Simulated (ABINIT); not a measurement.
Runs of ABINIT 10.8.3 (patched build) on Sn. Symmetry: I4_1/amd, No. 141, tetragonal system. The conventional cell has a = 5.880 Å, b = 5.880 Å, c = 3.199 Å, α = 90.00°, β = 90.00°, γ = 90.00°. Sn (site symmetry -4m2) is surrounded by 6 Sn at 3.05 to 3.20 Å. 

| task | level | potentials or basis | cell | k mesh | cutoff (eV) | smearing | bands in the sums | broadening (eV) | scissor shift (eV) | tensor components | cell freedom (optcell) | gap on the mesh (eV) | pressure (GPa) |
| --- | --- | --- | --- | --- | --- | --- | --- | --- | --- | --- | --- | --- | --- |
| optical spectrum | PBEsol | PseudoDojo NC SR PBEsol v0.4.1 standard | as given | 16 × 16 × 16 | 871 | fermi-dirac 0.136 eV | 22 | 0.15 | 0 | [11, 33] | - | none | -2.6 |
| single point | LDA | PseudoDojo NC SR LDA v0.4.1 standard | as given | 7 × 7 × 7 | 952 | fermi-dirac 0.05 eV | - | - | - | - | - | none | -3.1 |
| optical spectrum | PBEsol | PseudoDojo NC SR PBEsol v0.4.1 standard | as given | 16 × 16 × 16 | 871 | methfessel-paxton 0.1 eV | 20 | 0.05 | 0 | [11, 33] | - | none | -2.7 |
| relaxation of cell and atoms | PBE | PseudoDojo NC SR PBE v0.4.1 standard | relaxed | 7 × 7 × 7 | 980 | fermi-dirac 0.05 eV | - | - | - | - | 2 | none | 0.0 |
| phonons | PBE | PseudoDojo NC SR PBE v0.4.1 standard | cell relaxed at zero pressure by an earlier run | 8 × 8 × 8 | 980 | cold (ABINIT) 0.1 eV | - | - | - | - | - | none | (a) |

Alike in all rows: no spin polarisation.

Task: Estimate the missing entries.

Result: (a) 0.1.

Caveats: the intraband (Drude) term is left out (some runs); spectra need much finer meshes, so this one isn't converged (some runs); independent-particle spectra lack excitons (some runs); the mesh is coarse for a metal's response (some runs).

A k mesh can miss the band edges, and the runs leave out spin-orbit coupling on Sn.

A gap of «none» marks a metal or a gap under the smearing width.
